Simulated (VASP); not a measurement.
Here is a VASP 6.6.1 calculation.

File INCAR:

```
ALGO = Normal ; EDIFF = 1E-7
EDIFFG = -0.01 ; ENCUT = 600
GGA = PS ; IBRION = 2
ISIF = 3 ; ISMEAR = -1
IVDW = 12 ; LASPH = T
LCHARG = F ; LREAL = F
LWAVE = F ; NELM = 100
NSW = 60 ; PREC = Accurate
SIGMA = 0.05
```

Contents of KPOINTS:

```
k-points
0
Gamma
  7 7 7
```

Contents of POSCAR:

```
HgTe
1.0
    0.0000000000      3.2145000000      3.2145000000
    3.2145000000      0.0000000000      3.2145000000
    3.2145000000      3.2145000000      0.0000000000
Hg Te
1 1
Direct
    0.0000000000      0.0000000000      0.0000000000
    0.7500000000      0.7500000000      0.7500000000
```

Potentials or basis: VASP PAW PBE potentials, release 64 (Hg, Te).

Launch:

```sh
$ cat potpaw_PBE.64/Hg/POTCAR potpaw_PBE.64/Te/POTCAR > POTCAR
$ mpirun -np 1 vasp_std > vasp.out
```

Q: Estimate the relaxed cell.

A: a = 4.552 Å, b = 4.552 Å, c = 4.552 Å, α = 60.00°, β = 60.00°, γ = 60.00°.

Q: Estimate the dispersion energy per atom.

A: -0.359 eV.

Q: What does it give for the band gap on the k mesh?

A: None (metal or under the smearing width).

Q: Estimate the relaxed volume.

A: 33.35 Å³/atom.

The path:
```
step  energy change (eV)  largest force (eV/Å)  pressure (GPa)  volume (Å³)
   1              0.0000                0.0000            0.18        66.43
   2             -0.0001                0.0000           -0.07        66.79
   3             -0.0001                0.0000            0.00        66.69
```

Caveat: the PAW data sets were made with another functional, which shifts forces and pressure a little; pairwise dispersion overbinds metals, which lowers pressure and volume. Spin-orbit coupling is left out, which matters for the levels of Hg, Te.
